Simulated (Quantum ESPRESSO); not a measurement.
The system is SrCl2.

```
CELL_PARAMETERS angstrom
0.00000 3.48835 3.48835
3.48835 0.00000 3.48835
3.48835 3.48835 0.00000
ATOMIC_POSITIONS crystal
Sr 0.00000 0.00000 0.00000
Cl 0.75000 0.75000 0.75000
Cl 0.25000 0.25000 0.25000
```

Base run:

| Property | Result |
| --- | --- |
| Program | Quantum ESPRESSO 7.5 |
| Functional | PBEsol |
| Potentials or basis | GBRV 1.5 PBEsol |
| Cutoff | 612 eV |
| Density cutoff | 4898 eV |
| k mesh | 7 × 7 × 7 |
| Occupations | fermi-dirac, width 0.05 eV |
| Spin | no spin polarisation |

Its results: band gap on the k mesh 5.18 eV, indirect (least direct gap 5.48 eV); pressure -1.1 GPa.

Task: The run is repeated on the same cell with these changes: functional from PBEsol to LDA; potentials or basis from GBRV 1.5 PBEsol to GBRV 1.5 LDA. What comes out?

Result: Band gap on the k mesh 4.91 eV, indirect (least direct gap 5.22 eV); pressure -2.9 GPa.

Caveats: an odd mesh through Γ misses points on the zone boundary, where band edges often lie (some runs).
